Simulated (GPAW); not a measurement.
Bi2Te2Se:

```
CELL_PARAMETERS angstrom
2.16097 1.24764 10.58557
-2.16097 1.24764 10.58557
0.00000 -2.49527 10.58557
ATOMIC_POSITIONS crystal
Bi 0.39172 0.39172 0.39172
Bi 0.60828 0.60828 0.60828
Te 0.78040 0.78040 0.78040
Te 0.21960 0.21960 0.21960
Se 0.00000 0.00000 0.00000
```

The cell is a database's computed one.

Base run:

| Item | Value |
| --- | --- |
| Program | GPAW 26.7.0 |
| Functional | LDA |
| Potentials or basis | the program's PAW data sets (release 1.2.1) made for this functional |
| Cutoff | 600 eV |
| Basis | pw |
| k mesh | 5 × 5 × 5 |
| Occupations | fermi-dirac, width 0.05 eV |
| Spin | no spin polarisation |

Its results: band gap on the k mesh 0.34 eV, direct; pressure -2.9 GPa; largest force 0.167 eV/Å.

**Question.** The run is repeated on the same cell with these changes: functional from LDA to r2SCAN; potentials or basis from the program's PAW data sets (release 1.2.1) made for this functional to GPAW PAW data sets (gpaw-data 1.2.1). What comes out?

**Answer.** Band gap on the k mesh 0.71 eV, direct; pressure -0.1 GPa; largest force 0.053 eV/Å.

Caveats: spin-orbit coupling is left out, which as a rule narrows the gap of such compounds by several tenths of an eV; the PAW data sets were made with another functional, which shifts forces and pressure a little (some runs).

Not every run made on this cell is shown here.
